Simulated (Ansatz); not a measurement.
# Pressure against volume: LiBr

```xyz
2
Lattice="0.0000 2.7548 2.7548 2.7548 0.0000 2.7548 2.7548 2.7548 0.0000" Properties=species:S:1:pos:R:3 pbc="T T T"
Li    0.0000    0.0000    0.0000
Br    2.7548    2.7548    2.7548
```

The structure comes from a relaxation in the same program, started in the rocksalt type, and has space group Fm-3m. Whether it is a known phase or the ground state wasn't checked.

Methods: DFT, PBE, all-electron LAPW, scalar-relativistic (Ansatz 0.2.0); DFT, PBE, PAW with Ansatz's default frozen-core files, scalar-relativistic (Ansatz 0.2.0).

For LAPW: a Γ-centred 12×12×12 k mesh, Fermi–Dirac smearing of 0.08 eV, basis error target 1 meV/atom, no spin polarisation. PAW takes a cutoff of 420 eV at this cell. The Ansatz runs share mesh, smearing and spin set-up. Plane-wave (PAW) pressures include the program's estimate of the Pulay term.

The cell above is scaled evenly, with fractional coordinates and shape held.

```csv
V/V(cell),V (Å³/atom),"P, LAPW (GPa)","P, PAW (GPa)","gap on the k mesh, LAPW (eV)"
0.9600,20.070,1.17,1.17,5.09
0.9800,20.488,0.56,0.56,5.00
1.0000,20.906,0.02,0.02,4.91
1.0200,21.324,-0.47,-0.47,4.83
1.0400,21.742,-0.91,-0.91,4.75
```

Question: What do Birch–Murnaghan fits to the pressures give?

Answer: LAPW: V0 = 20.92 Å³/atom, B0 = 26 GPa, B0′ = 4.4; PAW: V0 = 20.92 Å³/atom, B0 = 26 GPa, B0′ = 4.4.

PAW's V0 lies 0.00 % from the all-electron value and its B0 0.2 %. Symmetry fixes shape and coordinates here, so this is the relaxed modulus.
